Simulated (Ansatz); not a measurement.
Runs of Ansatz 0.2.0 on FePt (Tetraferroplatinum). It takes space group P4/mmm (No. 123, tetragonal). The conventional cell has a = 2.724 Å, b = 2.724 Å, c = 3.720 Å, α = 90.00°, β = 90.00°, γ = 90.00°. Around Pt (site symmetry 4/mmm) lie 8 Fe at 2.68 Å and 4 Pt at 2.72 Å. Fe (site symmetry 4/mmm) has 8 Pt at 2.68 Å and 4 Fe at 2.72 Å as nearest neighbours. 

```tsv
task	level	cell	cutoff (eV)	smearing	gap on the mesh (eV)	pressure (GPa)	moment (μB)
single point	LDA	as given	282	gaussian 0.05 eV	none	-12.8	3.21
single point	PBE	as given	282	gaussian 0.027 eV	none	(a)	3.28
relaxation of cell and atoms	BLYP	relaxed	-	fermi-dirac 0.05 eV	-	0.0	3.33
single point	PBE	as given	282	gaussian 0.014 eV	none	3.4	3.28
band structure	PBE	as given	282	fermi-dirac 0.05 eV	-	3.4	3.28
```

Alike in all rows: potentials or basis all-electron LAPW, scalar-relativistic; spin collinear, ferromagnetic start; k mesh 10 × 10 × 7; basis error allowed 0.001 eV/atom.

**Question.** Fill in the values left out.

**Answer.** (a) 3.3.

Caveats: spin-orbit coupling is left out, which moves the levels of the heavy elements (some runs).

A k mesh can miss the band edges, and the runs leave out spin-orbit coupling on Pt.

A gap of «none» marks a metal or a gap under the smearing width.
